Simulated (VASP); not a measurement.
A run of VASP 6.6.1:

Contents of INCAR:

```
PREC     = Accurate       # precision mode
ENCUT    = 520            # plane-wave cutoff, eV
EDIFF    = 1E-6           # SCF threshold, eV
ISMEAR   = 0              # smearing method
SIGMA    = 0.1            # smearing width, eV
LREAL    = F              # projectors in reciprocal space
LASPH    = T              # aspherical terms in the spheres
NELM     = 60             # most SCF steps
ALGO     = Normal         # electronic algorithm
ISIF     = 2              # what is computed and relaxed
LWAVE    = F              # write WAVECAR
LCHARG   = F              # write CHGCAR
GGA      = PE             # functional
NBANDS   = 11             # bands
```

Contents of KPOINTS:

```
Automatic mesh
0
Gamma
  6 6 6
```

The input POSCAR:

```
Ba
1.0
    0.0000000000      3.2326650028      3.2326650028
    3.2326650028      0.0000000000      3.2326650028
    3.2326650028      3.2326650028      0.0000000000
Ba
1
Direct
    0.0000000000      0.0000000000      0.0000000000
```

Potentials or basis: VASP PAW PBE potentials, release 64 (Ba_sv).

The run is started by

```sh
$ cat potpaw_PBE.64/Ba_sv/POTCAR > POTCAR
$ mpirun -np 1 vasp_std > vasp.out
```

Hardware: 1 thread of Intel(R) Xeon(R) 6975P-C (Granite Rapids), on a shared host.

**Question.** How long does it take, and how much memory?

**Answer.** Run time: 4.8 s on 1 thread of Intel(R) Xeon(R) 6975P-C (Granite Rapids), with other jobs on the host, peak memory 0.19 GiB. Counts: scf iterations 11, k points 16.
